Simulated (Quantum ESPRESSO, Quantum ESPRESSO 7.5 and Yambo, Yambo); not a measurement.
# Excitons of SiC (P6_3mc) on ever denser meshes

How far does the k mesh set the exciton binding of SiC (P6_3mc)?

Program: Quantum ESPRESSO 7.5 and Yambo 5.3.0. Level of theory: PBE and many-body steps on it, plane waves. Results are calculated unless marked as measured.

## 1. Starting point

Symmetry: P6_3mc, No. 186, hexagonal system. The conventional cell has a = 3.077 Å, b = 3.077 Å, c = 15.098 Å, α = 90.00°, β = 90.00°, γ = 120.00°. Nearest to Si lie 4 C at 1.88 to 1.89 Å. Nearest to Si lie 4 C at 1.89 Å. Nearest to C lie 4 Si at 1.88 to 1.89 Å. C has 4 Si at 1.89 Å nearest. Farther neighbours are not listed.

The cell and positions are those that the Materials Project relaxed with its own functionals (PBE, PBE+U or r2SCAN), kept fixed.

## 2. Empty states on the mesh, 6×6×1 mesh, 206 bands

This step: Quantum ESPRESSO 7.5; DFT, PBE, plane waves, norm-conserving pseudopotentials.

The sums over transitions need many empty states on a uniform mesh; this step solves for them.

The input, pw.in:

```
&control
  calculation = 'nscf'
  prefix = 'x'
  outdir = 'o'
  pseudo_dir = 'pseudo'
/
&system
  ibrav = 0
  nat = 12
  ntyp = 2
  ecutwfc = 74.0
  nbnd = 206
  force_symmorphic = .true.
/
&electrons
  conv_thr = 1e-9
  electron_maxstep = 80
  diago_full_acc = .true.
  diago_thr_init = 5e-6
/
ATOMIC_SPECIES
  Si 28.085 Si.upf
  C 12.011 C.upf
CELL_PARAMETERS angstrom
  3.0766210102 -0.0000000000 0.0000000000
  -1.5383105051 2.6644319527 0.0000000000
  0.0000000000 0.0000000000 15.0980843200
ATOMIC_POSITIONS crystal
  Si 0.3333333333 0.6666666667 0.8329861500
  Si 0.6666666667 0.3333333333 0.3329861500
  Si 0.6666666667 0.3333333333 0.6665006000
  Si 0.3333333333 0.6666666667 0.1665006000
  Si 0.0000000000 0.0000000000 0.4997294200
  Si 0.0000000000 0.0000000000 0.9997294200
  C 0.0000000000 0.0000000000 0.8743664100
  C 0.0000000000 0.0000000000 0.3743664100
  C 0.3333333333 0.6666666667 0.7079967800
  C 0.6666666667 0.3333333333 0.2079967800
  C 0.6666666667 0.3333333333 0.5415216400
  C 0.3333333333 0.6666666667 0.0415216400
K_POINTS automatic
  6 6 1 0 0 0
```

Run with:

```
$ OMP_NUM_THREADS=1 mpirun -n 4 pw.x -nk 4 -in pw.in > pw.out
```

Output:

```text
Program PWSCF v.7.5 starts

     This program is part of the open-source Quantum ESPRESSO suite
     for quantum simulation of materials; please cite
         "P. Giannozzi et al., J. Phys.:Condens. Matter 21 395502 (2009);
         "P. Giannozzi et al., J. Phys.:Condens. Matter 29 465901 (2017);
         "P. Giannozzi et al., J. Chem. Phys. 152 154105 (2020);
     in publications or presentations arising from this work. More details at

     Atomic positions and unit cell read from directory:
     o/x.save/

     Message from routine setup:
[...]
32.3197  32.3797  33.0699  33.2579  33.4779  33.7163  33.7714  34.1070
     [... 14 further rows ...]
    68.7419  69.0319  69.5537  70.1656  70.2280  70.3226  70.7908  71.0180
    71.1913  71.4431  71.7778  72.1117  72.6207  72.8406

          k = 0.0000-0.5774 0.0000 (  9006 PWs)   bands (ev):

     [... further k-points ...]

     highest occupied, lowest unoccupied level (ev):     9.5842   11.6109

     XML data file, pseudopotentials, collected wavefunctions

=------------------------------------------------------------------------------=
   JOB DONE.
=------------------------------------------------------------------------------=
```

The job ended after 33 s (4 MPI ranks of Arm Neoverse V2, shared host; peak memory 0.92 GiB).

Numbers from this step:

```
gap                                                           : 2.027 eV
k of the valence top                                          : 0, 0, 0
k of the conduction bottom                                    : 0, -0.5, 0
least direct gap                                              : 3.130 eV
k points computed                                             : 7
lowest point of the top converged band, above the valence top : 62.6751 eV
```

On this mesh the gap is 2.027 eV.

The density comes from a self-consistent run that is not shown.

## 3. Conversion and set-up

This step: Yambo 5.3.0; conversion and set-up on PBE, plane waves, norm-conserving pseudopotentials.

The states are converted to the many-body program's format and the q mesh is built.

Run with:

```
$ (cd o/x.save; p2y > p2y.log; mv SAVE ../..); yambo > setup.log
```

Output:

```text
 Yambo, version 5.3.0

 [02] CORE Variables Setup
 =========================

  [02.01] Unit cells
  ==================

  Cell kind             :  HCP
  Atoms in the cell     :  Si  C
  number of Si atoms    :   6
  number of C  atoms    :   6

  List of atomic masses
  Mass of Si    :  28.08500
  Mass of C     :  12.01100

  List of atomic coordinates    : [cc]
  Si1       : -0.29070E-09   3.3567       23.766      order 1
  Si2       :  2.906986  1.678349  9.500509  order 2
  Si3       :   2.90699   1.67835  19.01609  order 3
[...]
BZ  Q-points                                      :   36

 K/Q-points units:
 rlu = crystal or reduced units; cc = cartesian coordinates; iku = interal k-units

 Q [1]          [rlu]:  0.000000  0.000000  0.000000
 Q [2]          [rlu]: -0.48527E-17  0.16667       0.0000
 Q [3]          [rlu]: -0.97055E-17  0.33333       0.0000
 Q [4]          [rlu]:  0.14558E-16 -0.50000       0.0000
 Q [5]          [rlu]:  0.166667  0.166667  0.000000
 Q [6]          [rlu]:  0.166667  0.333333  0.000000
 Q [7]          [rlu]:  0.333333  0.333333  0.000000

  [03.01] X indexes
  =================

   [03.01.01] Sigma indexes
   ========================

 [06] Game Over & Game summary
```

Elapsed: 2.2 s, on 1 MPI rank; peak memory 0.24 GiB.

## 4. Screening and self-energy, 6×6×1 mesh, 206 bands, screening to 122.5 eV

G0W0 replaces the xc potential by the self-energy, built once from these orbitals. Only a window of levels is corrected, while the sums run over the empty bands that the input names.

This step: G0W0 on PBE, plane waves, norm-conserving pseudopotentials.

The input, gw1.in:

```
HF_and_locXC
gw0
dyson
ppa
em1d
rim_cut
RandQpts= 1000000
RandGvec= 1 RL
EXXRLvcs= 74 Ry
VXCRLvcs= 296 Ry
Chimod= "HARTREE"
% BndsRnXp
 1 | 206 |
%
NGsBlkXp= 9 Ry
% LongDrXp
 1 | 1 | 1 |
%
% GbndRnge
 1 | 206 |
%
DysSolver= "n"
ExtendOut
PPAPntXp= 27.21138 eV
% QPkrange
 1 | 7 | 10 | 28 |
%
```

Run with:

```
$ OMP_NUM_THREADS=1 mpirun -n 4 yambo -F gw1.in -J gw1 -C gw1 > gw1.log
```

Output:

```text
 Yambo, version 5.3.0

 [02] CORE Variables Setup
 =========================

  [... cell, symmetries and grids as in the set-up ...]

  [02.05] Energies & Occupations
  ==============================

  [X] === General ===
  [X] Electronic Temperature                        :  0.000000  0.000000 [eV K]
  [X] Bosonic    Temperature                        :  0.000000  0.000000 [eV K]
  [X] Finite Temperature mode                       : no
  [X] El. density                                   :  0.38783E+24 [cm-3]
[...]
Sx RL components                                 :   8953

   QP @ state[ 1 ] K range                          :   1   7
   QP @ state[ 1 ] b range                          :  10  28
   GF energies kind                                 : Perdew, Burke & Ernzerhof(X)+Perdew, Burke & Ernzerhof(C)
   GF WF`s kind                                     : Perdew, Burke & Ernzerhof(X)+Perdew, Burke & Ernzerhof(C)
   Xs energies kind                                 : Perdew, Burke & Ernzerhof(X)+Perdew, Burke & Ernzerhof(C)
   Xs WF`s kind                                     : Perdew, Burke & Ernzerhof(X)+Perdew, Burke & Ernzerhof(C)

 [11] Game Over & Game summary
```

Run time: 24 min. Hardware: 4 MPI ranks; peak memory 2.6 GiB.

Numbers from this step:

```yaml
g0w0_gap_on_the_mesh: 2.617 eV
starting_gap_on_the_mesh: 2.027 eV
k_of_the_valence_top: 0, 0, 0
k_of_the_conduction_bottom: 0, -0.5, 0
least_direct_g0w0_gap_on_the_computed_points: 3.884 eV
```

The gap on the mesh goes from 2.03 eV to 2.62 eV, a correction of +0.59 eV.

The gap opens by 0.590 eV; the next steps shift the empty bands rigidly by 0.754 eV, the correction at the start's least direct gap.

## 5. Excitons

Optical absorption needs the electron-hole interaction, solved here in a basis of vertical transitions on the mesh.

This step: Bethe-Salpeter equation on PBE with a scissors shift, plane waves, norm-conserving pseudopotentials.

The input, bse3.in:

```
optics
bss
bse
em1s
dipoles
rim_cut
RandQpts= 1000000
RandGvec= 1 RL
Chimod= "HARTREE"
BSKmod= "SEX"
BSEmod= "resonant"
BSSmod= "d"
BSENGexx= 30 Ry
BSENGBlk= 6 Ry
% BSEQptR
 1 | 1 |
%
% BSEBands
 11 | 32 |
%
% BEnRange
 0 | 9 | eV
%
% BDmRange
 0.1 | 0.1 | eV
%
BEnSteps= 181
% BLongDir
 1 | 0 | 0 |
%
% BndsRnXs
 1 | 108 |
%
NGsBlkXs= 6 Ry
% LongDrXs
 1 | 1 | 1 |
%
% KfnQP_E
 0.754 | 1.0 | 1.0 |
%
WRbsWF
```

Run with:

```
$ OMP_NUM_THREADS=1 mpirun -n 4 yambo -F bse3.in -J bse3 -C bse3 > bse3.log
```

Output:

```text
 Yambo, version 5.3.0

 [02] CORE Variables Setup
 =========================

  [... cell, symmetries and grids as in the set-up ...]

  [02.05] Energies & Occupations
  ==============================

  [X] === General ===
  [X] Electronic Temperature                        :  0.000000  0.000000 [eV K]
  [X] Bosonic    Temperature                        :  0.000000  0.000000 [eV K]
  [X] Finite Temperature mode                       : no
  [X] El. density                                   :  0.38783E+24 [cm-3]
  [X] Fermi Level                                   :  9.584179 [eV]

  [X] === Gaps and Widths ===
  [X] Conduction Band Min                           :  2.026692 [eV]
  [X] Valence Band Max                              :  0.000000 [eV]
  [X] Filled Bands                                  :  24
  [X] Empty Bands                                   :   25  206
  [X] Direct Gap                                    :  3.130175 [eV]
  [X] Direct Gap localized at k                     :   4
  [X] Indirect Gap                                  :  2.026692 [eV]
  [X] Indirect Gap between kpts                     :   1   4
  [X] Last valence band width                       :  2.077149 [eV]
  [X] 1st conduction band width                     :  3.176042 [eV]

 [03] Transferred momenta grid and indexing
 ==========================================

 [BZ sampling] Q-grid is User defined and/or read from the database

 IBZ Q-points                                      :   7
 BZ  Q-points                                      :   36

 K/Q-points units:
 rlu = crystal or reduced units; cc = cartesian coordinates; iku = interal k-units

 Q [1]          [rlu]:  0.000000  0.000000  0.000000
 Q [2]          [rlu]: -0.48527E-17  0.16667       0.0000
 Q [3]          [rlu]: -0.97055E-17  0.33333       0.0000
 Q [4]          [rlu]:  0.14558E-16 -0.50000       0.0000
 Q [5]          [rlu]:  0.166667  0.166667  0.000000
 Q [6]          [rlu]:  0.166667  0.333333  0.000000
 Q [7]          [rlu]:  0.333333  0.333333  0.000000

  [03.01] X + BSE indexes
  =======================

   [03.01.01] Sigma indexes
   ========================

 [04] Coloumb potential Random Integration (RIM)
 ===============================================

  [04.01] RIM initialization
  ==========================

  * Diagonal components only detected *

  8 x (sBL volume)        :  0.065998 [a.u.]
  sBZ random points       :  1000000
  Points outside the sBZ  :   7993074
  RL volume               :  0.296990 [a.u.]
  Integrated volume       :  0.297248 [a.u.]

  [04.02] RIM integrals
  =====================

  Gamma point sphere radius             :  0.073304 [a.u.]
  Points outside the sphere             :   799493
  [Int_sBZ(q=0) 1/q^2]*(Vol_sBZ)^(-1/3) =:  7.699798
                                 should be <:  7.795600

  Summary of Coulomb integrals for non-metallic bands |Q|[au] RIM/Bare

  Q [1] 0.100000E-4 0.987711 * Q [2] 0.207982 1.035310
  Q [5] 0.360235 1.014559 * Q [3] 0.415963 1.011306
  Q [6] 0.550268 1.006880 * Q [4] 0.623945 1.006041
  Q [7] 0.720470 1.004345

 [05] External/Internal QP corrections
 =====================================

 [QP_apply] Action to be applied: USER defined scissor

  [05.01]  QP corrections report
  ==============================

  [K+QP] === General ===
  [K+QP] Electronic Temperature                     :  0.000000  0.000000 [eV K]
  [K+QP] Bosonic    Temperature                     :  0.000000  0.000000 [eV K]
  [K+QP] Finite Temperature mode                    : no
  [K+QP] El. density                                :  0.38783E+24 [cm-3]
  [K+QP] Fermi Level                                :  0.000000 [eV]

  [K+QP] === Gaps and Widths ===
  [K+QP] Conduction Band Min                        :  2.780692 [eV]
  [K+QP] Valence Band Max                           :  0.000000 [eV]
  [K+QP] Filled Bands                               :  24
  [K+QP] Empty Bands                                :   25  206
  [K+QP] Direct Gap                                 :  3.884175 [eV]
  [K+QP] Direct Gap localized at k                  :   4
  [K+QP] Indirect Gap                               :  2.780692 [eV]
  [K+QP] Indirect Gap between kpts                  :   1   4
  [K+QP] Last valence band width                    :  2.077149 [eV]
  [K+QP] 1st conduction band width                  :  3.176042 [eV]

  [coarse-grid] Minimum Bare Gap        [ev]:  2.026692
  [coarse-grid] Minimum Gap Correction  [ev]:  0.754000

  Eqp @ K [1]
  -15.48854 -14.96659 -14.92983 -13.43308 -13.40334 -11.91154  -8.61317  -6.26121
  -6.221657 -2.434437 -2.406726 -1.148765 -1.148765 -0.961768 -0.961768 -0.852316
  -0.85232     -0.38358     -0.38358     -0.30236     -0.30236     -0.36669E-01 -0.69536E-09   0.0000
   5.956734  6.126723  6.537955  7.048769  7.084143  7.449303  7.691734  7.691734
   7.924472  7.924472  8.134025  8.222739  8.222739  8.382190  8.382190  8.728069
    8.72807   8.86332   9.07308   9.12690   9.12690  10.42555  11.10690  11.26502
  Eqp @ K [2]
[...]
Eqp @ K [3]
[...]
Eqp @ K [4]
[...]
Eqp @ K [5]
[...]
Eqp @ K [6]
[...]
Eqp @ K [7]
[...]
4.244390  4.244410  4.533149  5.838572  6.972603  6.972620  7.400901  7.400920
    8.58521   9.89222  10.02185  10.02186  11.03720  11.07757  11.07759  11.39464
   11.39465  11.48815  11.87188  11.87189  12.03954  12.28975  12.83431  12.83432

 [06] Dipoles
 ============

  [06.01] Setup: observables and procedures
  =========================================

  [WARNING] [x,Vnl] slows the Dipoles computation. To neglect it rename the ns.kb_pp file

  [WARNING] [r,Vnl^pseudo] included in position and velocity dipoles.

  [WARNING] In case H contains other non local terms, these are neglected

 [07] Static Dielectric Matrix
 =============================

 [WR./bse3//ndb.em1s]------------------------------------------------------------
  Brillouin Zone Q/K grids (IBZ/BZ)                :    7   36    7   36
  RL vectors                                       :  11311 [WF]
  Coulomb cutoff potential                         : none
  Electronic Temperature                           :  0.000000 [K]
  Bosonic    Temperature                           :  0.000000 [K]
  Static diel. fun.  energies                      : Perdew, Burke & Ernzerhof(X)+Perdew, Burke & Ernzerhof(C)
  wavefunctions                                    : Perdew, Burke & Ernzerhof(X)+Perdew, Burke & Ernzerhof(C)
  Global Gauge                                     : length
  X matrix size                                    :  209
  X band range                                     :    1  108
  X e/h energy range                               : -1.000000 -1.000000 [eV]
  X Time ordering                                  : T
  X Hxc Kernel                                     : HARTREE
  X Drude frequency                                :  0.000000  0.000000
  X poles                                          :  100.0000 [o/o]
  RL vectors in the sum                            :  11311
  [r,Vnl] included                                 : yes
  Field direction                                  :  0.577350E-5  0.577350E-5  0.577350E-5
  BZ energy Double Grid                            : no
  BZ energy DbGd points                            : 0
  BZ Q point size factor                           : -1.000000
  X Optical Averaged directions                    : none

 [08] Bethe Salpeter Equation driver
 ===================================

  [08.01] Bethe Salpeter Equation @q1
  ===================================

   [08.01.01] Transition pre-analysis @q1
   ======================================

   [08.01.02] Transition Groups build-up @q1
   =========================================

   [BSK] Transition groups (total):  14
   [BSK] Size (resonant):   4032
   [BSK]         (total):   4032
   [BSK] N. of matrices :  1

   [08.01.03] Loading Dipoles @q1
   ==============================

   [08.01.04] Independent Particles properties @q1
   ===============================================

   ==========================================================

   [BSE] Exchange components :  2317
   [BSE] Correlation components :   209   753

    [08.01.05.01] Screened interaction header I/O
    =============================================

    [08.01.05.02] Main kernel loop
    ==============================

    [08.01.05.03] Wave-Function Phases
    ==================================

    [BSE] WF phases found       :  75.10823 [o/o]

   [08.01.06] BSE solver(s) @q1
   ============================

   [08.01.07] Diago Solver @q1
   ===========================

 [11] Game Over & Game summary
```

Elapsed: 6.5 min, on 4 MPI ranks; peak memory 2.3 GiB; 26 min of CPU time.

Numbers from this step:

```yaml
transitions_in_the_window: 4032
direct_gap_of_the_transition_levels: 3.884 eV
lowest_state: 3.570 eV
first_strong_exciton_over_a_fiftieth_of_the_strongest_listed: 3.571 eV
binding_of_the_lowest_state_below_the_direct_gap: 0.3143 eV
coulomb_term_of_one_mesh_cell: 0.3462 eV
```

The binding is 0.91 times the screened Coulomb term of one mesh cell (0.35 eV), so it is not shown settled.

The lowest state lies at 3.570 eV, 0.314 eV under the direct gap.

Lines within 3 meV are set at the lowest of them, and the highest group, which the list may cut short, is left out. Lines of the exciton spectrum (strongest = 100):

```csv
position (eV),lines merged,"strength, relative"
3.570,3,100
3.755,3,0.0
4.102,6,43
4.133,2,0.0
4.153,1,0.0
4.188,6,30
```

The ε₂ has structure finer than the step of the table below, so its rows give means over 0.25 eV, whole bins alone (the curve runs from 0 to 9 eV). Peaks (eV: height): BSE 5.300: 11.4, 5.800: 23.4, 6.150: 22.5, 6.700: 20.3, 7.000: 24.0; no electron-hole interaction 6.500: 16.3, 7.400: 29.0.

Field along x; broadening 0.1 eV; transition window only. Limits: finite bands, cutoff and mesh; coarse k mesh; exciton not shown settled in the k mesh. The ε₂ by photon energy; means over each step:

| photon energy (eV) | BSE | no electron-hole interaction |
| --- | --- | --- |
| 0.25 | 0.0406 | 0.0321 |
| 0.50 | 0.0442 | 0.0346 |
| 0.75 | 0.0483 | 0.0374 |
| 1.00 | 0.0530 | 0.0406 |
| 1.25 | 0.0584 | 0.0442 |
| 1.50 | 0.0647 | 0.0483 |
| 1.75 | 0.0722 | 0.0530 |
| 2.00 | 0.0811 | 0.0586 |
| 2.25 | 0.0919 | 0.0651 |
| 2.50 | 0.105 | 0.0728 |
| 2.75 | 0.122 | 0.0821 |
| 3.00 | 0.143 | 0.0935 |
| 3.25 | 0.174 | 0.108 |
| 3.50 | 0.235 | 0.127 |
| 3.75 | 0.278 | 0.162 |
| 4.00 | 0.374 | 0.198 |
| 4.25 | 0.676 | 0.247 |
| 4.50 | 0.990 | 0.402 |
| 4.75 | 1.45 | 0.644 |
| 5.00 | 3.28 | 0.750 |
| 5.25 | 9.18 | 1.46 |
| 5.50 | 8.40 | 4.07 |
| 5.75 | 20.0 | 4.00 |
| 6.00 | 18.1 | 8.01 |
| 6.25 | 18.0 | 10.8 |
| 6.50 | 17.6 | 14.5 |
| 6.75 | 18.6 | 11.7 |
| 7.00 | 20.6 | 15.3 |
| 7.25 | 12.5 | 18.1 |
| 7.50 | 7.67 | 25.6 |
| 7.75 | 6.29 | 15.6 |
| 8.00 | 5.55 | 11.3 |
| 8.25 | 5.04 | 9.62 |
| 8.50 | 4.28 | 7.75 |
| 8.75 | 3.57 | 6.60 |

[end of part 1 of 4]

[Paths, hosts, dates, memory and timing lines, banners, echoed tables and standing remarks are left out of the program output.]

[Logs are printed without paths, hosts, clocks, repeated set-up lines and the standing remarks that a program may print on its own settings, such as how far it seeks lower states.]

[Runs of the session that timed out or met a known fault of the program may be left out.]

[Hosts, paths, dates, database ids (printed as entryN), source tags and the programs' standing remarks are cut or masked in the printed files.]
